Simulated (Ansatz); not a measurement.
## SiC under pressure: fit and missing row

SiC, P6_3mc, a = 3.075 Å, c = 5.048 Å. The compound has several low-lying forms, and this is one of them. Ansatz: r2SCAN, PAW, 500 eV, Γ-centred 12×12×6 mesh on 4 atoms, Gaussian smearing 0.02 eV; no spin polarisation. Cell and atoms are relaxed at each pressure, and no other structure is tried, so the rows at high pressure may lie past a change of phase.

```
V (Å³/atom) P (GPa)
          ?    90.00
      8.796    50.00
      9.429    24.99
      9.853    11.99
     10.163     4.01
     10.292     1.00
     10.337     0.00
     10.383    -1.00
```

**Question.** Take V0 = 10.337 Å³/atom, fit the third-order Birch–Murnaghan form to the other rows, and predict the missing volume.

**Answer.** With the Eulerian strain f = ½[(V0/V)^(2/3) − 1] and y = P/[3f(1 + 2f)^(5/2)], the form is the line y = B0 + 1.5 B0 (B0′ − 4) f. Rows (f, y): 0.05681, 224.2; 0.03161, 226.1; 0.01624, 227.2; 0.00569, 228.4; 0.00146, 226.7; -0.00148, 226.9. Means f = 0.01839, y = 226.58; Σ(Δf)² = 0.002498, ΣΔfΔy = -0.1306; the slope is their ratio. y = 227.5 − 52.29 f GPa, so B0 = 227.5 GPa and B0′ = 4 + 2 × (-52.29)/(3 × 227.5) = 3.85. P = 90.00 GPa is met at f = 0.08928 (y = 222.83), so V = V0 (1 + 2f)^(−3/2) = 8.079 Å³/atom. The run gave 8.070 Å³/atom, so the fit is 0.009 Å³/atom too high, 0.39 % of the span of the series, against an rms of 0.0010 Å³/atom on the fitted rows. The row lies outside the fitted range. A fourth-order term fitted to the same rows gives P = 88.85 GPa at this row's volume (the line 90.61, the run 90.00), no gain.